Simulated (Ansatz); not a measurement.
Runs of Ansatz 0.2.0 on Au. It takes space group Fm-3m (No. 225, cubic). Conventional cell: a = 4.070 Å, b = 4.070 Å, c = 4.070 Å, α = 90.00°, β = 90.00°, γ = 90.00°. Au (site symmetry m-3m) is surrounded by 12 Au at 2.88 Å. 

| task | level | potentials or basis | spin | U | cell | k mesh | cutoff (eV) | smearing | double counting | hubbard projectors | broadening | other keys | mesh quality | gap on the mesh (eV) | pressure (GPa) | moment (μB) |
| --- | --- | --- | --- | --- | --- | --- | --- | --- | --- | --- | --- | --- | --- | --- | --- | --- |
| single point | PBE | Ansatz PAW | off | - | cell strained at random at fixed volume | 11 × 11 × 11 | 420 | fermi-dirac 0.05 eV | - | - | - | - | not flagged | none | 11.0 | - |
| single point | PBEsol0 | SPMS NC | collinear, random start | - | as given | 7 × 7 × 7 | 699 | gaussian 0.025 eV | - | - | - | scf.eigensolver.kind = davidson; basis.ecutwfc = 51.4 Ry; … | coarse | none | 1.3 | 0.01 |
| electrostatic potential | HSE06+D3(BJ)+U | Ansatz NC | off | Au d U = 5.0 eV | as given | 7 × 7 × 7 | 1034 | gaussian 0.01 eV | amf | ortho-atomic (the default) | - | hamiltonian.pseudopotentials = kind nc; … | coarse | none | -1.1 | - |
| optical spectrum | PBEsol | Ansatz PAW | SOC, no magnetisation | - | as given | 11 × 11 × 11 | 420 | cold 0.15 eV | - | - | 0.05 eV | scf.eigensolver.kind = davidson | not flagged | none | - | - |
| relaxation of cell and atoms | PBE+D4 | Ansatz PAW | collinear, ferromagnetic start | - | relaxed from: cell strained at random at fixed volume | 9 × 9 × 9 | 420 | fermi-dirac 0.05 eV | - | - | - | - | not flagged | none | 0.0 | 0.00 |
| single point | PBE | Ansatz PAW | off | - | as given | 11 × 11 × 11 | 420 | fermi-dirac 0.05 eV | - | - | - | - | not flagged | none | (a) | - |
| Wannier functions | revPBE+U | PseudoDojo standard (PBE files) | SOC, no magnetisation | Au d U = 3.5 eV | as given | 11 × 11 × 11 | 1034 | fermi-dirac 0.1 eV | fll (the default) | ortho-atomic (the default) | - | - | not flagged | none | - | - |

Task: Estimate the missing entries.

Result: (a) 10.8.

Caveats: some runs use coarse meshes; the potentials were made for another functional, which shifts forces and pressure (some runs); the starting moments weren't kept (some runs); the thresholds are loose for stress (some runs); U without spin polarisation on a metal has little footing (some runs); pairwise dispersion overbinds metals, which lowers pressure and volume (some runs); the U is typed as a test and isn't derived for this compound (some runs); the magnetic or orbital state may not be the lowest (some runs).

A k mesh can miss the band edges, and rows without SOC leave out spin-orbit coupling on Au.

A gap of «none» marks a metal or a gap under the smearing width.
